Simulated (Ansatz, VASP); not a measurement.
**B: VASP beside Ansatz**

```xyz
8
Lattice="-2.4957 2.4957 2.4957 2.4957 -2.4957 2.4957 2.4957 2.4957 -2.4957" Properties=species:S:1:pos:R:3 pbc="T T T"
B     0.6239    0.6239    0.6239
B    -0.6239    1.8717    0.6239
B    -0.6239    3.1196    1.8717
B     3.1196    1.8717   -0.6239
B     1.8717    1.8717    1.8717
B     3.1196    0.6239    1.8717
B     0.6239    1.8717    3.1196
B     1.8717    3.1196    0.6239
```

Alike in both runs: task single point; functional PBE; k mesh 6 × 6 × 6; occupations gaussian, width 0.2 eV; no spin polarisation.

|  | VASP | Ansatz |
| --- | --- | --- |
| version | VASP 6.6.1 | Ansatz 0.2.0 |
| potentials or method | VASP PAW PBE potentials, release 64 (B) | scalar-relativistic, plane waves, PAW |
| plane-wave cutoff (eV) | 520 | 420 |
| valence electrons in the cell | 24 | 24 |

|  | VASP | Ansatz | Ansatz less VASP |
| --- | --- | --- | --- |
| gap on the k mesh at the Fermi level (eV) | none | none | - |
| pressure (GPa) | 0.0 | 0.0 | 0.00 |

A gap of «none» marks a metal or a gap that the smearing closes.
